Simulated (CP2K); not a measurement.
## GaN: equation of state with PBEsol

GaN:

```
CELL_PARAMETERS angstrom
3.18693 0.00000 0.00000
1.59347 2.75996 0.00000
1.59347 0.91999 2.60212
ATOMIC_POSITIONS crystal
Ga 0.00000 0.00000 0.00000
N 0.25000 0.25000 0.25000
```

The cell is a database's computed one.

```json
{
 "Program": "CP2K 2026.2",
 "Task": "equation of state",
 "Functional": "PBEsol",
 "Potentials or basis": "POTENTIAL_UZH Ga GTH-PBE-q13, N GTH-PBE-q5; TZVP-MOLOPT-PBE-GTH basis",
 "Density cutoff": "6123 eV",
 "k mesh": "10 × 10 × 10",
 "Occupations": "fermi-dirac, width 0.05 eV",
 "Spin": "no spin polarisation",
 "SCF solver": "diagonalisation with k points",
 "Quickstep method": "GPW",
 "EPS_DEFAULT": "1.0E-9",
 "EPS_SCF": "1.0E-6",
 "MAX_SCF": "100",
 "SCF_GUESS": "ATOMIC",
 "k points reduced by the point group": "yes",
 "Mesh centred on Gamma": "yes",
 "CHOLESKY": "OFF",
 "EPS_EIGVAL": "1.0E-7",
 "MIXING METHOD": "BROYDEN_MIXING",
 "MIXING ALPHA": "0.4",
 "NBUFFER": "8",
 "NGRIDS": "5",
 "Basis sets": "Ga TZVP-MOLOPT-PBE-GTH-q13, N TZVP-MOLOPT-PBE-GTH-q5",
 "Potentials": "Ga GTH-PBE-q13 of POTENTIAL_UZH, N GTH-PBE-q5 of POTENTIAL_UZH",
 "ADDED_MOS": "[10]",
 "REL_CUTOFF (Ry)": "60 Ry",
 "MIXING BETA (1/bohr)": "1.5 1/bohr",
 "CUTOFF of the grids": "450 Ry"
}
```

- Equilibrium volume: 11.53 Å³/atom (rough: see the caveat)
- Bulk modulus: 189 GPa (rough)

Energy against volume, from the lowest point:
```csv
volume (Å³/atom),energy (meV/atom)
10.757,38.34
10.986,16.69
11.215,5.29
11.444,0.00
11.673,0.21
11.902,5.35
12.131,14.90
```

All runs of the series together: 7.2 min on 2 threads of Arm Neoverse V1, on a shared host.

Caveat: the fit is doubtful: noisy points or a state that changes with volume; the potentials were made for another functional, which shifts forces and pressure; the basis of atomic orbitals isn't converged, which shifts pressures, moduli and gaps.
